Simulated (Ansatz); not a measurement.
Independent-particle absorption of AlAs (F-43m, a = 5.728 Å, b = 5.728 Å, c = 5.728 Å, α = 90.00°, β = 90.00°, γ = 90.00°), no local fields or excitons, 0.1 eV broadening. Method: DFT PBE, scalar-relativistic, plane waves, PAW in Ansatz 0.2.0.

Settings: cutoff 420 eV, Γ-centred mesh 8×8×8 on the computed 2-atom cell, Gaussian smearing of 0.02 eV; no spin polarisation. The spectrum is summed on a 12×12×12 mesh.

```yaml
crystal:
  lattice:
    - [0.00000, 2.86381, 2.86381]
    - [2.86381, 0.00000, 2.86381]
    - [2.86381, 2.86381, 0.00000]
  atoms:
    - { symbol: Al, position: [0.00000, 0.00000, 0.00000] }
    - { symbol: As, position: [0.25000, 0.25000, 0.25000] }
```

```json
{"photon energy (eV)": "0.0", "ε2,zz": "0.00"}
{"photon energy (eV)": "0.4", "ε2,zz": "0.00"}
{"photon energy (eV)": "0.8", "ε2,zz": "0.00"}
{"photon energy (eV)": "1.2", "ε2,zz": "0.00"}
{"photon energy (eV)": "1.6", "ε2,zz": "0.00"}
{"photon energy (eV)": "2.0", "ε2,zz": "0.71"}
{"photon energy (eV)": "2.4", "ε2,zz": "1.28"}
{"photon energy (eV)": "2.8", "ε2,zz": "4.71"}
{"photon energy (eV)": "3.2", "ε2,zz": "11.50"}
{"photon energy (eV)": "3.6", "ε2,zz": "11.26"}
{"photon energy (eV)": "4.0", "ε2,zz": "29.51"}
{"photon energy (eV)": "4.4", "ε2,zz": "21.52"}
{"photon energy (eV)": "4.8", "ε2,zz": "12.88"}
{"photon energy (eV)": "5.2", "ε2,zz": "11.25"}
{"photon energy (eV)": "5.6", "ε2,zz": "10.51"}
{"photon energy (eV)": "6.0", "ε2,zz": "7.13"}
{"photon energy (eV)": "6.4", "ε2,zz": "5.62"}
{"photon energy (eV)": "6.8", "ε2,zz": "4.42"}
{"photon energy (eV)": "7.2", "ε2,zz": "3.63"}
{"photon energy (eV)": "7.6", "ε2,zz": "2.99"}
{"photon energy (eV)": "8.0", "ε2,zz": "2.67"}
{"photon energy (eV)": "8.4", "ε2,zz": "2.02"}
{"photon energy (eV)": "8.8", "ε2,zz": "1.73"}
{"photon energy (eV)": "9.2", "ε2,zz": "1.56"}
{"photon energy (eV)": "9.6", "ε2,zz": "1.30"}
{"photon energy (eV)": "10.0", "ε2,zz": "1.03"}
{"photon energy (eV)": "10.4", "ε2,zz": "0.81"}
{"photon energy (eV)": "10.8", "ε2,zz": "0.64"}
{"photon energy (eV)": "11.2", "ε2,zz": "0.57"}
{"photon energy (eV)": "11.6", "ε2,zz": "0.47"}
{"photon energy (eV)": "12.0", "ε2,zz": "0.40"}
{"photon energy (eV)": "12.4", "ε2,zz": "0.37"}
{"photon energy (eV)": "12.8", "ε2,zz": "0.33"}
{"photon energy (eV)": "13.2", "ε2,zz": "0.34"}
{"photon energy (eV)": "13.6", "ε2,zz": "0.33"}
{"photon energy (eV)": "14.0", "ε2,zz": "0.31"}
```

The strongest peak lies near 4.2 eV. ε∞ (xx, yy, zz) = 10.1, 10.1, 10.1.